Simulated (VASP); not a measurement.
# Si (Pccn) in VASP: single point with PBE

Aim: the single point of Si with PBE.

Everything below comes from runs of VASP 6.6.1. Logs are shortened: lines on timing, memory, paths and dates and some standing lists are left out, and cuts for length are marked.

## (1) The crystal as given

The structure is orthorhombic, space group Pccn (No. 56). The conventional cell has a = 3.378 Å, b = 5.802 Å, c = 6.116 Å, α = 90.00°, β = 90.00°, γ = 90.00°. Si (site symmetry 1) has 4 Si at 2.15 to 2.29 Å as nearest neighbours.

The cell was built by a generator and needn't be a form met in nature.

## (2) Single point, PBE

INCAR reads:

```
ALGO     = Normal         # electronic algorithm
EDIFF    = 1E-7           # SCF threshold, eV
ENCUT    = 520            # plane-wave cutoff, eV
GGA      = PE             # functional
ISIF     = 2              # what is computed and relaxed
ISMEAR   = 0              # smearing method
LASPH    = T              # aspherical terms in the spheres
LCHARG   = F              # write CHGCAR
LREAL    = F              # projectors in reciprocal space
LWAVE    = F              # write WAVECAR
NBANDS   = 26             # bands
NELM     = 100            # most SCF steps
PREC     = Accurate       # precision mode
SIGMA    = 0.1            # smearing width, eV
```

KPOINTS reads:

```
k-points
0
Gamma
  6 4 4
```

POSCAR reads:

```
Si
1.0
    3.3776730900      0.0000000000      0.0000000000
    0.0000000000      5.8015120100      0.0000000000
    0.0000000000      0.0000000000      6.1155175900
Si
8
Direct
    0.1439704100      0.5629558500      0.1590805600
    0.1439704100      0.9370441500      0.6590805600
    0.6439704100      0.0629558500      0.8409194400
    0.3560295900      0.9370441500      0.1590805600
    0.8560295900      0.0629558500      0.3409194400
    0.8560295900      0.4370441500      0.8409194400
    0.6439704100      0.4370441500      0.3409194400
    0.3560295900      0.5629558500      0.6590805600
```

Potentials or basis: VASP PAW PBE potentials, release 64 (Si).

Run with:

```
> cat potpaw_PBE.64/Si/POTCAR > POTCAR
> mpirun -np 1 vasp_std > vasp.out
```

OUTCAR:

```text
EDIFF = 1E-7
   ENCUT = 520
   GGA = PE
   ISIF = 2
   ISMEAR = 0
   LASPH = T
   LREAL = F
   NELM = 100
   PREC = Accurate

 ion  position               nearest neighbor table
   1  0.144  0.563  0.159-   7 2.15   7 2.15   4 2.29   6 2.29   8 3.14   8 3.14
   2  0.144  0.937  0.659-   3 2.15   3 2.15   8 2.29   5 2.29   4 3.14   4 3.14
   3  0.644  0.063  0.841-   2 2.15   2 2.15   6 2.29   4 2.29   5 3.14   5 3.14
   4  0.356  0.937  0.159-   5 2.15   5 2.15   1 2.29   3 2.29   2 3.14   2 3.14
   5  0.856  0.063  0.341-   4 2.15   4 2.15   7 2.29   2 2.29   3 3.14   3 3.14
   6  0.856  0.437  0.841-   8 2.15   8 2.15   3 2.29   1 2.29   7 3.14   7 3.14
   7  0.644  0.437  0.341-   1 2.15   1 2.15   5 2.29   8 2.29   6 3.14   6 3.14
   8  0.356  0.563  0.659-   6 2.15   6 2.15   2 2.29   7 2.29   1 3.14   1 3.14

  LATTYP: Found a simple orthorhombic cell.
 ALAT       =     3.3776730900
 B/A-ratio  =     1.7176061316
 C/A-ratio  =     1.8105711912

  Lattice vectors:

 A1 = (   3.3776730900,   0.0000000000,   0.0000000000)
 A2 = (   0.0000000000,   5.8015120100,   0.0000000000)
 A3 = (   0.0000000000,   0.0000000000,   6.1155175900)

Analysis of symmetry for initial positions (statically):
=====================================================================
 Subroutine PRICEL returns:
 Original cell was already a primitive cell.

 Routine SETGRP: Setting up the symmetry group for a
 simple orthorhombic supercell.

 Subroutine GETGRP returns: Found  8 space group operations
 (whereof  2 operations were pure point group operations)
 out of a pool of  8 trial point group operations.

The static configuration has the point symmetry S_2 .
 The point group associated with its full space group is D_2h.

Analysis of symmetry for dynamics (positions and initial velocities):
=====================================================================
 Subroutine PRICEL returns:
 Original cell was already a primitive cell.

 Routine SETGRP: Setting up the symmetry group for a
 simple orthorhombic supercell.

 Subroutine GETGRP returns: Found  8 space group operations
 (whereof  2 operations were pure point group operations)
 out of a pool of  8 trial point group operations.

The dynamic configuration has the point symmetry S_2 .
 The point group associated with its full space group is D_2h.

 Subroutine INISYM returns: Found  8 space group operations
 (whereof  2 operations are pure point group operations),
 and found     1 'primitive' translations

[... 115 lines left out ...]
   TEBEG  =    0.0;   TEEND  =   0.0 temperature during run
   PSTRESS=    0.0 pullay stress
   NELECT =      32.0000    total number of electrons
   NUPDOWN=      -1.0000    fix difference up-down
   EMIN   =  10.00;   EMAX   =-10.00  energy-range for DOS
   EFERMI =   0.00;   METHOD = LEGACY
   ISMEAR =     0;   SIGMA  =   0.10  broadening in eV -4-tet -1-fermi 0-gaus
   EFERMI_NEDOS =   21; number of points for ismear=-14 and -15
   IALGO  =     38    algorithm
   IMIX   =      4    mixing-type and parameters
     AMIX     =   0.40;   BMIX     =  1.00
     AMIX_MAG =   1.60;   BMIX_MAG =  1.00
  volume/ion in A,a.u.               =      14.98       101.09
  Fermi-wavevector in a.u.,A,eV,Ry     =   1.054211  1.992170 15.120978  1.111361
  Thomas-Fermi vector in A             =   2.189362
   LORBIT       =      0    0 simple, 1 ext, 2 COOP (PROOUT), +10 PAW based schemes
   GGA     = PE    functional components
   LHFCALC =     F    Hartree Fock is set to
   AEXX    =    0.0000 exact exchange contribution
   IVDW    =     0    specifies the selected vdW correction
   LEPSILON=     F    determine dielectric tensor
   LRPA    =     F    only Hartree local field effects (RPA)
 non-spin polarized calculation
 Gauss-broadening in eV      SIGMA  =   0.10
  energy-cutoff  :      520.00
  volume of cell :      119.84
 maximum number of plane-waves:      3251
 NGX is ok and might be reduce to    28
   NGX = 13   NGY = 21   NGZ = 23

 number of electron      31.9999998 magnetization

 Free energy of the ion-electron system (eV)
  ---------------------------------------------------
  ext. energy  EPLUGINS =         0.00000000
  ---------------------------------------------------
  free energy    TOTEN  =       -38.43086880 eV

  energy without entropy =      -38.42641566  energy(sigma->0) =      -38.42864223

 E-fermi :   9.1269     XC(G=0): -10.7528

 val. band max:        9.1073435017   @ k =   0.0000   0.5000   0.0000
 cond. band min:       9.1438690145   @ k =   0.5000   0.5000   0.5000
 fundamental gap:      0.0365255128
 Fermi energy:         9.1269304931

 k-point     1 :       0.0000    0.0000    0.0000
  band No.  band energies     occupation
      1      -4.9235      2.00000
      2      -2.0688      2.00000
      3      -1.9761      2.00000
      4      -0.1875      2.00000
      5       0.7243      2.00000
      6       0.9131      2.00000
[... 685 lines left out ...]
     25      13.9963      0.00000
     26      13.9963      0.00000

 [... further k-points ...]

------------------------ aborting loop because EDIFF is reached ----------------------------------------

  FORCE on cell =-STRESS in cart. coord.  units (eV):
  Direction    XX          YY          ZZ          XY          YZ          ZX
  --------------------------------------------------------------------------------------
  -------------------------------------------------------------------------------------
  Total       36.2727116     17.0327237     21.9618618      0.0000000      0.0000000      0.0000000
  in kB      484.9517999    227.7207755    293.6214019      0.0000000      0.0000000      0.0000000
  external PRESSURE =     335.4313258 kB  Pullay stress =       0.0000000 kB

 VOLUME and BASIS-vectors are now :
 -----------------------------------------------------------------------------
  energy-cutoff  :      520.00
  volume of cell :      119.84
      direct lattice vectors                 reciprocal lattice vectors
     3.377673090  0.000000000  0.000000000     0.296061807  0.000000000  0.000000000
     0.000000000  5.801512010  0.000000000     0.000000000  0.172368858  0.000000000
     0.000000000  0.000000000  6.115517590     0.000000000  0.000000000  0.163518457

 POSITION                                       TOTAL-FORCE (eV/Angst)
 -----------------------------------------------------------------------------------
      0.48628      3.26600      0.97286        -0.014585      0.965262     -1.619505
      0.48628      5.43627      4.03062        -0.014585     -0.965262     -1.619505
      2.17512      0.36524      5.14266        -0.014585      0.965262      1.619505
      1.20255      5.43627      0.97286         0.014585     -0.965262     -1.619505
      2.89139      0.36524      2.08490         0.014585      0.965262      1.619505
      2.89139      2.53552      5.14266         0.014585     -0.965262      1.619505
      2.17512      2.53552      2.08490        -0.014585     -0.965262      1.619505
      1.20255      3.26600      4.03062         0.014585      0.965262     -1.619505
 -----------------------------------------------------------------------------------
    total drift:                                0.000000     -0.000000     -0.000000

  FREE ENERGIE OF THE ION-ELECTRON SYSTEM (eV)
  ---------------------------------------------------
  free  energy   TOTEN  =       -38.4308688044 eV

  energy  without entropy=      -38.4264156563  energy(sigma->0) =      -38.42864223
```

OSZICAR:

```text
N       E                     dE             d eps       ncg     rms          rms(c)
DAV:   1     0.698803285488E+02    0.69880E+02   -0.12763E+04  1872   0.105E+03
DAV:   2    -0.345519813218E+02   -0.10443E+03   -0.95590E+02  2360   0.158E+02
DAV:   3    -0.394772757106E+02   -0.49253E+01   -0.48226E+01  2470   0.306E+01
DAV:   4    -0.395454087344E+02   -0.68133E-01   -0.67955E-01  2244   0.442E+00
DAV:   5    -0.395464427333E+02   -0.10340E-02   -0.10331E-02  2366   0.506E-01    0.124E+01
DAV:   6    -0.387163608062E+02    0.83008E+00   -0.49921E-01  2178   0.311E+00    0.754E+00
DAV:   7    -0.384379791153E+02    0.27838E+00   -0.81797E-01  2292   0.388E+00    0.775E-01
DAV:   8    -0.384306957524E+02    0.72834E-02   -0.97904E-02  2116   0.157E+00    0.437E-01
DAV:   9    -0.384314714826E+02   -0.77573E-03   -0.24973E-03  2164   0.289E-01    0.188E-01
DAV:  10    -0.384308943602E+02    0.57712E-03   -0.75532E-04  2296   0.135E-01    0.559E-02
DAV:  11    -0.384308735379E+02    0.20822E-04   -0.28789E-04  2230   0.714E-02    0.393E-02
DAV:  12    -0.384308718087E+02    0.17292E-05   -0.21434E-05  2180   0.232E-02    0.327E-02
DAV:  13    -0.384308699323E+02    0.18764E-05   -0.10666E-06  2316   0.494E-03    0.155E-02
DAV:  14    -0.384308684560E+02    0.14763E-05   -0.31115E-06  2208   0.812E-03    0.493E-03
DAV:  15    -0.384308686718E+02   -0.21586E-06   -0.58111E-07  1880   0.349E-03    0.267E-03
DAV:  16    -0.384308688186E+02   -0.14680E-06   -0.18868E-08  1094   0.659E-04    0.831E-04
DAV:  17    -0.384308688044E+02    0.14215E-07   -0.36748E-09  1086   0.310E-04
   1 F= -.38430869E+02 E0= -.38428642E+02  d E =-.445315E-02
```

It took 94 s on 1 thread of Intel Xeon Platinum 8375C at 2.90GHz (Ice Lake), shared host; peak memory 0.26 GiB.

What came out:

* Free energy: -38.4309 eV
* Pressure: 33.5 GPa
* Largest force: 1.885 eV/Å
* Band gap on the k mesh: none (metal or under the smearing width)

Forces in eV/Å, atoms in the order of the input:
```
Si  -0.015  0.965 -1.620
Si  -0.015 -0.965 -1.620
Si  -0.015  0.965  1.620
Si   0.015 -0.965 -1.620
Si   0.015  0.965  1.620
Si   0.015 -0.965  1.620
Si  -0.015 -0.965  1.620
Si   0.015  0.965 -1.620
```

Levels at points of the mesh, in eV from the Fermi level:
```csv
k point,band 13,band 14,band 15,band 16,band 17,band 18,band 19,band 20
"(0.00, 0.00, 0.00)",-0.79,-0.52,-0.04,0.49,1.99,2.64,3.21,3.23
"(0.50, 0.00, 0.00)",-3.36,-3.36,-2.40,-2.40,0.30,0.30,3.11,3.11
"(0.00, 0.50, 0.00)",-1.16,-1.16,-0.02,-0.02,1.33,1.33,2.31,2.31
"(0.50, 0.50, 0.00)",-2.43,-2.43,-0.23,-0.23,0.18,0.18,2.76,2.76
"(0.00, 0.00, 0.50)",-1.23,-1.23,-0.95,-0.95,2.35,2.35,2.71,2.71
"(0.50, 0.00, 0.50)",-2.31,-2.31,-2.31,-2.31,0.79,0.79,0.79,0.79
"(0.00, 0.50, 0.50)",-1.14,-1.14,-1.14,-1.14,1.69,1.69,1.69,1.69
"(0.50, 0.50, 0.50)",-2.02,-2.02,-0.98,-0.98,0.02,0.02,0.26,0.26
```

Caveat: a pressure of tens of GPa on the cell as given is suspect, and the run, the potentials or the cell itself is likely at fault; forces of over 1 eV/Å show positions far from the minimum, so gaps and moduli don't describe the material at rest.
